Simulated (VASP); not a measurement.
# From VASP inputs to Ansatz: Ge (strained diamond)

INCAR

```
ISMEAR = -1
EDIFF = 1E-7
IBRION = -1
LCHARG = .FALSE.
GGA = PE
LREAL = .FALSE.
NELM = 120
PREC = Accurate
NSW = 0
LWAVE = .FALSE.
SIGMA = 0.02
NBANDS = 21
ENCUT = 520
ISIF = 2
LASPH = .TRUE.
```

KPOINTS

```
KPOINTS created by Atomic Simulation Environment
0
Gamma
8 8 8
0 0 0
```

KPOINTS_OPT

```
special points
6
Reciprocal
0.0000000000 0.0000000000 0.0000000000 1
0.5000000000 0.0000000000 0.5000000000 1
0.6250000000 0.2500000000 0.6250000000 1
0.3750000000 0.3750000000 0.7500000000 1
0.5000000000 0.5000000000 0.5000000000 1
0.5000000000 0.2500000000 0.7500000000 1
```

POSCAR

```
Ge
 1.0000000000000000
     0.0000000000000000    2.8368735120999999    2.8085047770000000
     2.8368735120999999    0.0000000000000000    2.8085047770000000
     2.8368735120999999    2.8368735120999999    0.0000000000000000
 Ge
   2
Cartesian
  0.0000000000000000  0.0000000000000000  0.0000000000000000
  1.4184367560500000  1.4184367560500000  1.4042523885000000
```

VASP ran with the recommended PBE PAW datasets (28 valence electrons in the cell).

Problem. Write an Ansatz input for this cell and level of theory.

Solution. 

```yaml
crystal:
  lattice:
    - [0.0, 2.8368735121, 2.808504777]
    - [2.8368735121, 0.0, 2.808504777]
    - [2.8368735121, 2.8368735121, 0.0]
  atoms:
    - { symbol: Ge, position: [0.0, 0.0, 0.0] }
    - { symbol: Ge, position: [0.25, 0.25, 0.25] }
kpoints:
  mp_grid: { grid: [8, 8, 8] }
  band_path:
    path:
      - [0.0, 0.0, 0.0]
      - [0.5, 0.0, 0.5]
      - [0.625, 0.25, 0.625]
      - [0.375, 0.375, 0.75]
      - [0.5, 0.5, 0.5]
      - [0.5, 0.25, 0.75]
    npoints: 1
hamiltonian:
  xc: pbe
scf:
  occupations: { method: fermi_dirac, width: 0.02 }
  n_extra_bands: 4
output:
  forces: true
  stress: true
  eigenvalues: true
```

Other inputs would serve too.

|  | VASP | Ansatz |
| --- | --- | --- |
| gap between bands v and c | 0.00 eV | 0.01 eV |
| least direct gap | 0.00 eV | 0.01 eV |
| pressure | 3.6 GPa | 3.7 GPa |

Each program uses its own PAW datasets. VASP's cell holds 28 valence electrons and Ansatz's 28. Ansatz's stress includes a Pulay correction; VASP's doesn't.
